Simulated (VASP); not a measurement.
Level of theory: r2SCAN meta-GGA, VASP's PBE PAW potentials (set 64) (plane waves; VASP 6.6.1).

The input files of a VASP run:

**KPOINTS**
```
Regular mesh
0
Gamma
4 4 4
```

**INCAR**
```
ALGO=Normal
EDIFF=1E-7
ENCUT=520
ISIF=2
ISMEAR=0
LASPH=.TRUE.
LCHARG=.FALSE.
LMAXMIX=4
LMIXTAU=.TRUE.
LREAL=.FALSE.
LWAVE=.FALSE.
METAGGA=R2SCAN
NELM=100
PREC=Accurate
SIGMA=0.05
SYSTEM=CsPbI3
```

### POSCAR
```
CsPbI3
12.3515970
  0.4999999937   0.0000000000   0.0000000000
  0.0000000000   0.4999999937   0.0000000000
  0.0000000000   0.0000000000   0.4999999937
Cs Pb I
1 1 3
Cartesian
  0.0000000000   0.0000000000   0.0000000000
  0.2499999969   0.2499999969   0.2499999969
  0.2499999969   0.0000000000   0.2499999969
  0.0000000000   0.2499999969   0.2499999969
  0.2499999969   0.2499999969   0.0000000000
```

POTCAR, in this order: Cs_sv Pb_d I (PBE.64 set). Program: vasp_std.

What VASP printed:

**OSZICAR**
```
       N       E                     dE             d eps       ncg     rms          rms(c)
DAV:   1     0.229456931880E+03    0.22946E+03   -0.18153E+04   520   0.148E+03
DAV:   2    -0.126731318220E+03   -0.35619E+03   -0.34835E+03   640   0.323E+02
DAV:   3    -0.168202342106E+03   -0.41471E+02   -0.40754E+02   662   0.117E+02
DAV:   4    -0.169569982021E+03   -0.13676E+01   -0.13656E+01   708   0.266E+01
DAV:   5    -0.169610737002E+03   -0.40755E-01   -0.40746E-01   740   0.388E+00    0.446E+00
DAV:   6    -0.164639118111E+03    0.49716E+01   -0.21754E+00   670   0.189E+01    0.389E+00
DAV:   7    -0.159982108309E+03    0.46570E+01   -0.13368E+00   538   0.749E+00    0.210E+00
DAV:   8    -0.160354981023E+03   -0.37287E+00   -0.79602E-01   616   0.602E+00    0.571E-01
DAV:   9    -0.160606611202E+03   -0.25163E+00   -0.19967E-01   606   0.329E+00    0.490E-01
DAV:  10    -0.160612914988E+03   -0.63038E-02   -0.72443E-02   534   0.231E+00    0.355E-01
DAV:  11    -0.160621593020E+03   -0.86780E-02   -0.46070E-02   554   0.185E+00    0.100E-01
DAV:  12    -0.160665871391E+03   -0.44278E-01   -0.36626E-02   520   0.170E+00    0.180E-01
DAV:  13    -0.160663730653E+03    0.21407E-02   -0.32513E-03   678   0.447E-01    0.970E-02
DAV:  14    -0.160665599148E+03   -0.18685E-02   -0.13808E-03   594   0.294E-01    0.260E-02
DAV:  15    -0.160666292533E+03   -0.69339E-03   -0.36137E-03   532   0.511E-01    0.230E-02
DAV:  16    -0.160667448865E+03   -0.11563E-02   -0.58231E-04   538   0.195E-01    0.218E-02
DAV:  17    -0.160667486117E+03   -0.37252E-04   -0.68490E-05   606   0.727E-02    0.214E-02
DAV:  18    -0.160667524385E+03   -0.38268E-04   -0.36503E-05   562   0.589E-02    0.736E-03
DAV:  19    -0.160667518384E+03    0.60010E-05   -0.18411E-05   552   0.395E-02    0.278E-03
DAV:  20    -0.160667527645E+03   -0.92609E-05   -0.32841E-06   552   0.158E-02    0.229E-03
DAV:  21    -0.160667529270E+03   -0.16246E-05   -0.20011E-06   612   0.144E-02    0.239E-03
DAV:  22    -0.160667529249E+03    0.20538E-07   -0.25285E-07   526   0.463E-03
   1 F= -.16066753E+03 E0= -.16066753E+03  d E =-.228846E-15
```

### OUTCAR
```
------------------------ aborting loop because EDIFF is reached ----------------------------------------
  FORCE on cell =-STRESS in cart. coord.  units (eV):
  Direction    XX          YY          ZZ          XY          YZ          ZX
  --------------------------------------------------------------------------------------
  Total        2.4808845      2.4808845      2.4808845     -0.0000000     -0.0000000      0.0000000
  in kB       16.8747671     16.8747671     16.8747671     -0.0000000     -0.0000000      0.0000000
  external PRESSURE =      16.8747671 kB  Pullay stress =       0.0000000 kB
  volume of cell :      235.55
      direct lattice vectors                 reciprocal lattice vectors
     6.175798423  0.000000000  0.000000000     0.161922383  0.000000000  0.000000000
     0.000000000  6.175798423  0.000000000     0.000000000  0.161922383  0.000000000
     0.000000000  0.000000000  6.175798423     0.000000000  0.000000000  0.161922383
 POSITION                                       TOTAL-FORCE (eV/Angst)
 -----------------------------------------------------------------------------------
      0.00000      0.00000      0.00000         0.000000      0.000000      0.000000
      3.08790      3.08790      3.08790         0.000000      0.000000      0.000000
      3.08790      0.00000      3.08790         0.000000      0.000000      0.000000
      0.00000      3.08790      3.08790         0.000000      0.000000      0.000000
      3.08790      3.08790      0.00000         0.000000      0.000000      0.000000
 -----------------------------------------------------------------------------------
    total drift:                                0.000000     -0.000000     -0.000000
  FREE ENERGIE OF THE ION-ELECTRON SYSTEM (eV)
  ---------------------------------------------------
  free  energy   TOTEN  =      -160.6675292495 eV

  energy  without entropy=     -160.6675292495  energy(sigma->0) =     -160.66752925
```
(Selected blocks of OUTCAR.)

The compound is CsPbI3 in the cubic perovskite structure, the ideal cubic form; the compound distorts at low or room temperature. This cell is one point of a volume scan, at 0.94 of the reference volume.
